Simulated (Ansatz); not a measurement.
Isolated molecules relaxed with PBE0-D4/def2-TZVP in Ansatz; ΔE leaves out vibrations. CCSD(T)/CBS is the MP2 limit (def2-TZVPP, def2-QZVPP) plus CCSD(T) − MP2 in def2-TZVPP, frozen cores. Functionals use def2-TZVPP. For Ge outer-core shells are correlated without core-valence functions, which leaves a few kJ/mol of doubt a bond. Scalar relativity is left out up to krypton.

Consider the formal exchange of groups at a C–Ge bond: `[CH3][Ge]([CH3])([CH3])[C]#N` + pyridine → `Cc1ccccn1` + `[CH3][GeH]([CH3])[C]#N`.

CCSD(T)/CBS gives +5.1 kcal/mol.

Problem. Another level gave +4.0 kcal/mol. Which?
A. PBE-D4/def2-TZVPP
B. B97M-V/def2-TZVPP
C. CCSD/def2-TZVPP
D. LDA (SPW92)/def2-TZVPP

Solution. A. PBE-D4 4.0, CCSD/def2-TZVPP 5.4, LDA (SPW92) 1.9, B97M-V 3.0 kcal/mol.

Largest T1 diagnostic among the species: 0.012.

At CCSD(T), def2-SVP lies −3.6 kcal/mol from the extrapolated value and def2-TZVPP +0.3 kcal/mol. Leaving LDA and LC-ωPBE aside and taking each functional with its dispersion term where it has one, the values, not all of them listed here, spread over 1.8 kcal/mol, from B97M-V to ωB97M-V. LDA lies −2.0 kcal/mol from PBE without D4.

CCSD(T)/CBS has its own doubt, a few kJ/mol and more with outer-core shells, so smaller differences from it don't rank the levels.
